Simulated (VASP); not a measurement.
# Sn (Fd-3m) in VASP: single point with HSE06

Aim: the single point of Sn with HSE06.

Everything below comes from runs of VASP 6.6.1. Logs are shortened: lines on timing, memory, paths and dates and some standing lists are left out, and cuts for length are marked.

**1. Starting point**

The structure is cubic, space group Fd-3m (No. 227). Conventional cell: a = 6.539 Å, b = 6.539 Å, c = 6.539 Å, α = 90.00°, β = 90.00°, γ = 90.00°. Sn (site symmetry -43m) has 4 Sn at 2.83 Å as nearest neighbours.

This isn't the form of Sn at room conditions, which is tetragonal (white tin).

**2. Single point, HSE06**

The input, POSCAR:

```
Sn
1.0
    0.0000000000      3.2695400000      3.2695400000
    3.2695400000      0.0000000000      3.2695400000
    3.2695400000      3.2695400000      0.0000000000
Sn
2
Direct
    0.5000000000      0.5000000000      0.5000000000
    0.7500000000      0.7500000000      0.7500000000
```

The input, INCAR.step1:

```
SYSTEM = Sn
  PREC = Accurate
  ENCUT = 520
  EDIFF = 1E-5
  ISMEAR = 0
  SIGMA = 0.1
  LREAL = .FALSE.
  LASPH = .TRUE.
  NELM = 80
  ALGO = Normal
  ISIF = 2
  LWAVE = .TRUE.
  LCHARG = .FALSE.
  NBANDS = 21
  GGA = PE
```

The input, INCAR.step2:

```
SYSTEM = Sn
  PREC = Accurate
  ENCUT = 520
  EDIFF = 1E-6
  ISMEAR = 0
  SIGMA = 0.1
  LREAL = .FALSE.
  LASPH = .TRUE.
  NELM = 80
  ALGO = Normal
  ISIF = 2
  LWAVE = .FALSE.
  LCHARG = .FALSE.
  GGA = PE
  LHFCALC = .TRUE.
  HFSCREEN = 0.2
  PRECFOCK = Fast
  NBANDS = 21
  ISTART = 1
```

The input, KPOINTS:

```
Automatic mesh
0
G
  6 6 6
  0 0 0
```

Potentials or basis: VASP PAW PBE potentials, release 64 (Sn_d).

Command:

```bash
cat potpaw_PBE.64/Sn_d/POTCAR > POTCAR
cp INCAR.step1 INCAR
mpirun -np 1 vasp_std > vasp.out
cp INCAR.step2 INCAR
mpirun -np 1 vasp_std > vasp.out
```

OUTCAR:

```text
SYSTEM = Sn
   PREC = Accurate
   ENCUT = 520
   EDIFF = 1E-6
   ISMEAR = 0
   LREAL = .FALSE.
   LASPH = .TRUE.
   NELM = 80
   ISIF = 2
   GGA = PE
   LHFCALC = .TRUE.
   HFSCREEN = 0.2
   PRECFOCK = Fast
   ISTART = 1

 ion  position               nearest neighbor table
   1  0.500  0.500  0.500-   2 2.83   2 2.83   2 2.83   2 2.83
   2  0.750  0.750  0.750-   1 2.83   1 2.83   1 2.83   1 2.83

  LATTYP: Found a face centered cubic cell.
 ALAT       =     6.5390800000

  Lattice vectors:

 A1 = (   0.0000000000,   3.2695400000,   3.2695400000)
 A2 = (   3.2695400000,   0.0000000000,   3.2695400000)
 A3 = (   3.2695400000,   3.2695400000,   0.0000000000)

Analysis of symmetry for initial positions (statically):
=====================================================================
 Subroutine PRICEL returns:
 Original cell was already a primitive cell.

 Routine SETGRP: Setting up the symmetry group for a
 face centered cubic supercell.

 Subroutine GETGRP returns: Found 48 space group operations
 (whereof 24 operations were pure point group operations)
 out of a pool of 48 trial point group operations.

The static configuration has the point symmetry T_d .
 The point group associated with its full space group is O_h .

Analysis of symmetry for dynamics (positions and initial velocities):
=====================================================================
 Subroutine PRICEL returns:
 Original cell was already a primitive cell.

 Routine SETGRP: Setting up the symmetry group for a
 face centered cubic supercell.

 Subroutine GETGRP returns: Found 48 space group operations
 (whereof 24 operations were pure point group operations)
 out of a pool of 48 trial point group operations.

The dynamic configuration has the point symmetry T_d .
 The point group associated with its full space group is O_h .

 Subroutine INISYM returns: Found 48 space group operations
 (whereof 24 operations are pure point group operations),
 and found     1 'primitive' translations

----------------------------------------------------------------------------------------

                                     Primitive cell

  volume of cell :      69.9021

  direct lattice vectors                    reciprocal lattice vectors
     0.000000000  3.269540000  3.269540000    -0.152926711  0.152926711  0.152926711
     3.269540000  0.000000000  3.269540000     0.152926711 -0.152926711  0.152926711
[... 81 lines left out ...]
   NFREE  =      0    steps in history (QN), initial steepest desc. (CG)
   ISIF   =      2    stress and relaxation
   ISYM   =      3    0-nonsym 1-usesym 2-fastsym
   POTIM  = 0.5000    time-step for ionic-motion
   TEBEG  =    0.0;   TEEND  =   0.0 temperature during run
   PSTRESS=    0.0 pullay stress
   NELECT =      28.0000    total number of electrons
   NUPDOWN=      -1.0000    fix difference up-down
   EMIN   =  10.00;   EMAX   =-10.00  energy-range for DOS
   EFERMI =   0.00;   METHOD = LEGACY
   ISMEAR =     0;   SIGMA  =   0.10  broadening in eV -4-tet -1-fermi 0-gaus
   EFERMI_NEDOS =   21; number of points for ismear=-14 and -15
   IALGO  =     38    algorithm
   IMIX   =      1    mixing-type and parameters
     AMIX     =   0.40;   BMIX     =  1.00
     AMIX_MAG =   1.60;   BMIX_MAG =  1.00
  volume/ion in A,a.u.               =      34.95       235.86
  Fermi-wavevector in a.u.,A,eV,Ry     =   1.206788  2.280498 19.814660  1.456336
  Thomas-Fermi vector in A             =   2.342445
   LORBIT       =      0    0 simple, 1 ext, 2 COOP (PROOUT), +10 PAW based schemes
   GGA     = PE    functional components
   LHFCALC =     T    Hartree Fock is set to
   PRECFOCK=fast      Normal, Fast or Accurate (Low or Medium for compatibility)
   ENCUT4O =  -1.0   cutoff for four orbital integrals eV
   NKREDX  =     1    reduce k-point grid by
   NKREDY  =     1    reduce k-point grid by
   NKREDZ  =     1    reduce k-point grid by
   AEXX    =    0.2500 exact exchange contribution
   HFSCREEN=    0.2000 screening length (either q_TF or 0.3 A-1)
   HFSCREENC=   0.2000 screening length for correlation (either q_TF or 0.3 A-1)
   ENCUTFOCK=  -1.0 apply spherical cutoff to Coloumb kernel
   IVDW    =     0    specifies the selected vdW correction
   LEPSILON=     F    determine dielectric tensor
   LRPA    =     F    only Hartree local field effects (RPA)
 non-spin polarized calculation
 Gauss-broadening in eV      SIGMA  =   0.10
  energy-cutoff  :      520.00
  volume of cell :       69.90
 maximum number of plane-waves:      1895
 NGX is ok and might be reduce to    36
  NGX = 20; NGY = 20; NGZ = 20

 number of electron      27.9999986 magnetization

 Free energy of the ion-electron system (eV)
  ---------------------------------------------------
  ext. energy  EPLUGINS =         0.00000000
  ---------------------------------------------------
  free energy    TOTEN  =        -9.05539827 eV

  energy without entropy =       -9.05468400  energy(sigma->0) =       -9.05504113

 E-fermi :   5.2513     XC(G=0):  -7.3269

 val. band max:        5.2208079862   @ k =   0.0000   0.0000   0.0000
 cond. band min:       5.5585943136   @ k =   0.5000   0.0000   0.0000
 fundamental gap:      0.3377863275
 Fermi energy:         5.2512625852

 k-point     1 :       0.0000    0.0000    0.0000
  band No.  band energies     occupation
      1     -18.6342      2.00000
      2     -18.6342      2.00000
      3     -18.6342      2.00000
      4     -18.5772      2.00000
      5     -18.5772      2.00000
      6     -18.2764      2.00000
[... 373 lines left out ...]
     20      15.0153      0.00000
     21      16.2004      0.00000

------------------------ aborting loop because EDIFF is reached ----------------------------------------

  FORCE on cell =-STRESS in cart. coord.  units (eV):
  Direction    XX          YY          ZZ          XY          YZ          ZX
  --------------------------------------------------------------------------------------
  -------------------------------------------------------------------------------------
  Total        0.1444683      0.1444683      0.1444683     -0.0000000      0.0000000      0.0000000
  in kB        3.3112594      3.3112594      3.3112594     -0.0000000      0.0000000      0.0000000
  external PRESSURE =       3.3112594 kB  Pullay stress =       0.0000000 kB

 VOLUME and BASIS-vectors are now :
 -----------------------------------------------------------------------------
  energy-cutoff  :      520.00
  volume of cell :       69.90
      direct lattice vectors                 reciprocal lattice vectors
     0.000000000  3.269540000  3.269540000    -0.152926711  0.152926711  0.152926711
     3.269540000  0.000000000  3.269540000     0.152926711 -0.152926711  0.152926711
     3.269540000  3.269540000  0.000000000     0.152926711  0.152926711 -0.152926711

 POSITION                                       TOTAL-FORCE (eV/Angst)
 -----------------------------------------------------------------------------------
      3.26954      3.26954      3.26954         0.000000      0.000000     -0.000000
      4.90431      4.90431      4.90431        -0.000000     -0.000000      0.000000
 -----------------------------------------------------------------------------------
    total drift:                               -0.000000      0.000001     -0.000001

  FREE ENERGIE OF THE ION-ELECTRON SYSTEM (eV)
  ---------------------------------------------------
  free  energy   TOTEN  =        -9.0553982703 eV

  energy  without entropy=       -9.0546839980  energy(sigma->0) =       -9.05504113
```

OSZICAR.step1:

```text
N       E                     dE             d eps       ncg     rms          rms(c)
DAV:   1     0.224551271477E+03    0.22455E+03   -0.15141E+04   677   0.192E+03
DAV:   2     0.162740526985E+02   -0.20828E+03   -0.20433E+03   682   0.439E+02
DAV:   3    -0.692326043151E+01   -0.23197E+02   -0.23070E+02   782   0.137E+02
DAV:   4    -0.766706122201E+01   -0.74380E+00   -0.74280E+00   742   0.277E+01
DAV:   5    -0.769239794746E+01   -0.25337E-01   -0.25336E-01   951   0.497E+00    0.313E+00
DAV:   6    -0.765227478472E+01    0.40123E-01   -0.26703E-02   887   0.198E+00    0.184E+00
DAV:   7    -0.763350317483E+01    0.18772E-01   -0.44723E-02   747   0.218E+00    0.164E-01
DAV:   8    -0.763544538751E+01   -0.19422E-02   -0.60069E-03   747   0.868E-01    0.484E-02
DAV:   9    -0.763583406921E+01   -0.38868E-03   -0.50927E-04   758   0.173E-01    0.128E-02
DAV:  10    -0.763585816485E+01   -0.24096E-04   -0.38523E-05   664   0.468E-02    0.565E-03
DAV:  11    -0.763586354650E+01   -0.53816E-05   -0.10943E-05   596   0.366E-02
   1 F= -.76358635E+01 E0= -.76352408E+01  d E =-.124550E-02
```

Wall time 29 min (1 thread of Intel Xeon 6975P-C (Granite Rapids), shared host); peak memory 0.33 GiB.

Results:

| Quantity | Value |
| --- | --- |
| Free energy | -9.0554 eV |
| Pressure | 0.3 GPa |
| Band gap on the k mesh | none (metal or under the smearing width) |

Caveat: the PAW data sets were made with another functional, which shifts forces and pressure a little.
